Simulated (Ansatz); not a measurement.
The system is GaN.

```
Ga N
1.0
     3.18000    0.00000    0.00000
    -1.59000    2.75396    0.00000
     0.00000    0.00000    5.16600
Ga N
2 2
Direct
  0.66667 0.33333 0.50000
  0.33333 0.66667 0.00000
  0.66667 0.33333 0.87500
  0.33333 0.66667 0.37500
```

| Item | Value |
| --- | --- |
| Program | Ansatz 0.2.0 |
| Task | relaxation of cell and atoms |
| Functional | RPBE |
| Potentials or basis | Ansatz PAW |
| Cutoff | 420 eV (not typed: the program's choice for these potentials) |
| k mesh | 10 × 10 × 5 |
| Occupations | fermi-dirac, width 0.05 eV |
| Spin | no spin polarisation |

At the start: volume 11.31 Å³/atom.

**Question.** Where does the relaxation end?

**Answer.** It ends after 8 steps and the volume is 12.04 Å³/atom (+6.4 %); space group P6_3mc (No. 186, to 0.05 Å).

The path:
```
step  energy change (eV)  largest force (eV/Å)  volume (Å³)
   1              0.0000                0.1423        45.24
   2             -0.0762                0.1004        46.87
   3             -0.0898                0.0481        47.96
   4             -0.0899                0.0162        48.06
   5             -0.0899                0.0001        48.06
   6             -0.1003                0.0001        48.06
   7             -0.1002                0.0001        48.15
   8             -0.1004                0.0001        48.15
```

Final structure:
```cif
data_structure
_symmetry_space_group_name_H-M 'P 1'
_symmetry_Int_Tables_number 1
_cell_length_a 3.2440
_cell_length_b 3.2440
_cell_length_c 5.2828
_cell_angle_alpha 90.000
_cell_angle_beta 90.000
_cell_angle_gamma 120.000
_cell_volume 48.15
loop_
_atom_site_label
_atom_site_type_symbol
_atom_site_fract_x
_atom_site_fract_y
_atom_site_fract_z
_atom_site_occupancy
Ga1 Ga 0.66667 0.33333 0.49905 1
Ga2 Ga 0.33333 0.66667 0.99905 1
N1 N 0.66667 0.33333 0.87595 1
N2 N 0.33333 0.66667 0.37595 1
```

Caveat: the plane-wave basis is chosen anew once the cell has moved, so the energies of steps on either side of that aren't comparable; the pressure holds a Pulay correction of +0.4 GPa for the finite cutoff; the PAW data sets come from PBE, with cores solved anew for the run's functional, which leaves a small shift of forces and pressure.
